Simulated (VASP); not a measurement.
Set up this calculation in VASP 6.6.1, as the native input.

```
Task                   : relaxation of cell and atoms
Functional             : optB86b-vdW
Potentials or basis    : VASP PAW PBE potentials, release 64 (Hf_pv, S)
Cutoff                 : 600 eV
k mesh                 : 9 × 9 × 5
Occupations            : gaussian, width 0.03 eV
Spin                   : no spin polarisation
Further INCAR settings : ALGO = Normal; EDIFF = 1e-07; IBRION = 2; EDIFFG = -0.005; NSW = 90; ISIF = 3
```

The structure of HfS2 lies in POSCAR:

```
HfS2                                    
1.0
    3.6140145594     -0.0000000000      0.0000000000
   -1.8070072797      3.1298284181      0.0000000000
    0.0000000000     -0.0000000000      5.8525019438
  Hf              S             
     1     2
Direct
     0.0000000000000000    0.0000000000000000    0.0000000000000000
     0.6666666699999979    0.3333333300000021    0.7516237538692316
     0.3333333300000021    0.6666666699999979    0.2483762461307684
```

The cell is a database's computed one.

One way to write it, as run:

INCAR

```
  PREC = Accurate
  ENCUT = 600
  EDIFF = 1E-7
  ISMEAR = 0
  SIGMA = 0.03
  LREAL = F
  LASPH = T
  NELM = 80
  ALGO = Normal
  ISIF = 3
  LWAVE = F
  LCHARG = F
  GGA = MK
  LUSE_VDW = T
  AGGAC = 0.0
  PARAM1 = 0.1234
  PARAM2 = 1.0
  IBRION = 2
  NSW = 90
  EDIFFG = -0.005
```

KPOINTS

```
regular mesh
0
Gamma
  9 9 5
```

Potentials or basis: VASP PAW PBE potentials, release 64 (Hf_pv, S).

Run with:

```bash
$ cat potpaw_PBE.64/Hf_pv/POTCAR potpaw_PBE.64/S/POTCAR > POTCAR
$ mpirun -np 1 vasp_std > vasp.out
```

Results of the run:

```json
{
  "Relaxed volume": "22.05 Å³/atom",
  "Relaxed cell": "a = 3.613 Å, b = 3.613 Å, c = 5.853 Å, α = 90.00°, β = 90.00°, γ = 120.00°",
  "Space group after relaxing (to 0.05 Å)": "P-3m1 (No. 164)",
  "Energy gained by relaxing": "0.0 meV/atom",
  "Ionic steps": "5",
  "Pressure after relaxing": "0.0 GPa",
  "Band gap on the k mesh": "0.99 eV, indirect (least direct gap 1.88 eV)"
}
```

Caveat: the PAW data sets were made with another functional, which shifts forces and pressure a little; spin-orbit coupling is left out, which moves the levels of the heavy elements; an odd mesh through Γ misses points on the zone boundary, where band edges often lie.

It took 3.7 min on 1 thread of Intel(R) Xeon(R) 6975P-C (Granite Rapids), with other jobs on the host, peak memory 0.48 GiB.
